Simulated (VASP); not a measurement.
Ti2Se3:

```
Ti Se
1.0
     1.80000    1.03923    9.63333
    -1.80000    1.03923    9.63333
     0.00000   -2.07846    9.63333
Ti Se
2 3
Direct
  0.61000 0.61000 0.61000
  0.39000 0.39000 0.39000
  0.22400 0.22400 0.22400
  0.77600 0.77600 0.77600
  0.00000 0.00000 0.00000
```

The cell was built by a generator and needn't be a form met in nature.

* Program: VASP 6.6.1
* Task: relaxation of cell and atoms
* Functional: PBE
* Potentials or basis: VASP PAW PBE potentials, release 64 (Ti_sv, Se)
* Cutoff: 520 eV
* k mesh: 5 × 5 × 5
* Occupations: gaussian, width 0.15 eV
* Spin: no spin polarisation

At the start: pressure -2.5 GPa; volume 21.62 Å³/atom.

Task: How do energy, volume and symmetry change on relaxing?

Result: Over 8 steps the energy falls by 5.5 meV/atom; space group R-3m (No. 166, to 0.05 Å).

Step by step:
```csv
step,energy change (eV),largest force (eV/Å),pressure (GPa),volume (Å³)
1,0.0000,0.3837,-2.45,108.12
2,0.0285,0.4031,3.63,103.02
3,-0.0122,0.1346,0.76,106.34
4,-0.0123,0.1573,0.59,106.47
5,-0.0216,0.1767,0.36,106.78
6,-0.0241,0.2322,0.38,106.95
7,-0.0244,0.2475,0.44,107.02
8,-0.0274,0.0799,-0.49,108.07
```

Final structure:
```yaml
crystal:
  lattice:
    - [1.82043, 1.05103, 9.41368]
    - [-1.82043, 1.05103, 9.41368]
    - [0.00000, -2.10205, 9.41368]
  atoms:
    - { symbol: Ti, position: [0.61012, 0.61012, 0.61012] }
    - { symbol: Ti, position: [0.38988, 0.38988, 0.38988] }
    - { symbol: Se, position: [0.22479, 0.22479, 0.22479] }
    - { symbol: Se, position: [0.77521, 0.77521, 0.77521] }
    - { symbol: Se, position: [0.00000, 0.00000, 0.00000] }
```

Caveat: the k mesh is coarse (spacing up to 0.41 Å⁻¹), so the values aren't converged.
